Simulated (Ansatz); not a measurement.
**Te: properties at the relaxed cell**

An exercise on one series of results from a longer session: the logs are not shown, and one member is left open.

The COD entry's cell or inner coordinates are ideal or old and differ from later refinements, so a difference from it is no clean test against experiment.

Program: Ansatz 0.2.0. Level of theory: DFT PBE, scalar-relativistic, plane waves, PAW. These are calculated values, not measurements.

1 further run of the same task is left out (set aside as unsound or not needed).

**The structure to begin with**

It takes space group P3_121 (No. 152, trigonal). The conventional cell has a = 4.519 Å, b = 4.519 Å, c = 5.956 Å, α = 90.00°, β = 90.00°, γ = 120.00°. Te (site symmetry 2) is surrounded by 2 Te at 2.89 Å.

Coordinates:

```cif
data_structure
_symmetry_space_group_name_H-M 'P3_121'
_symmetry_Int_Tables_number 152
_cell_length_a 4.5187
_cell_length_b 4.5187
_cell_length_c 5.9561
_cell_angle_alpha 90.000
_cell_angle_beta 90.000
_cell_angle_gamma 120.000
_cell_volume 105.32
loop_
_atom_site_label
_atom_site_type_symbol
_atom_site_symmetry_multiplicity
_atom_site_Wyckoff_symbol
_atom_site_fract_x
_atom_site_fract_y
_atom_site_fract_z
_atom_site_occupancy
Te1 Te 3 a 0.26829 0.00000 0.33333 1
```

This cell was relaxed beforehand with the same method: volume 35.11 Å³/atom, gap on the mesh 0.23 eV.

Set-up of the first run:

input.yaml reads:

```yaml
crystal:
  lattice:
    - [4.5186668005, 0.0, 0.0]
    - [-2.2593334002, 3.9132802405, 0.0]
    - [0.0, 0.0, 5.9561016534]
  atoms:
    - { symbol: Te, position: [0.2682940022, 0.0, 0.3333333333] }
    - { symbol: Te, position: [0.0, 0.2682940022, 0.6666666667] }
    - { symbol: Te, position: [0.7317059978, 0.7317059978, 0.0] }
basis:
  ecutwfc: 420
kpoints:
  mp_grid: { grid: [12, 12, 6] }
  band_path:
    path:
      - [[0.0, 0.0, 0.0], [0.5, 0.0, 0.0], [0.33333333, 0.33333333, 0.0], [0.0, 0.0, 0.0], [0.0, 0.0, 0.5], [0.5, 0.0, 0.5], [0.33333333, 0.33333333, 0.5], [0.0, 0.0, 0.5]]
      - [[0.5, 0.0, 0.5], [0.5, 0.0, 0.0]]
      - [[0.33333333, 0.33333333, 0.5], [0.33333333, 0.33333333, 0.0]]
    npoints: 14
hamiltonian:
  xc: pbe
scf:
  occupations: { method: gaussian, width: 0.01 }
  n_extra_bands: 7
output:
  forces: true
  stress: true
  eigenvalues: true
  populations: true
  dos: { projected: true, de: 0.02, nscf_kmesh: { grid: [18, 18, 9] } }
  bader: true
  write_density: true
  write_potential: true
  elf: true
  volumetric_format: npy
```

On the command line:

```sh
ansatz run input.yaml --threads 1 --pin off --max-ram 2560MiB --backend cpu --events-out ev --progress --plain --runs-dir out
```

Among the steps run: Bands, states and charges; Band edges anywhere in the zone; Eigenvalues a small step from each edge; Volume × 0.97; Volume × 1.03; The cell scaled to 0.94 of its volume; Point at V/V0 = 1.06.

One table of the session follows, with a row left open; its other results are not shown here.

It belongs to the step «Fit of the equation of state». 

| volume (Å³/atom) | energy above the lowest point (meV/atom) | pressure (GPa) | gap on the mesh (eV) |
| --- | --- | --- | --- |
| 33.000 | 8.7 | 1.47 | 0.09 |
| 34.054 | ? | ? | ? |
| 35.107 | 0.0 | 0.00 | 0.23 |
| 36.160 | 1.5 | -0.42 | 0.31 |
| 37.213 | 5.4 | -0.73 | 0.40 |

Q: Estimate the row for volume (Å³/atom) = 34.054 from the others.

Worked estimate for «energy above the lowest point (meV/atom)». A straight line through the neighbours (33.000, 8.7) and (35.107, 0.0) gives 8.7 + (0.0 − 8.7) × (34.054 − 33.000) / (35.107 − 33.000) = 4.3; a parabola fitted to 3 rows on both sides gives 2.4.

The run gave: energy above the lowest point (meV/atom): 2.0; pressure (GPa): 0.64; gap on the mesh (eV): 0.16. In «energy above the lowest point (meV/atom)» the line misses by +2.3 and the parabola by +0.4.
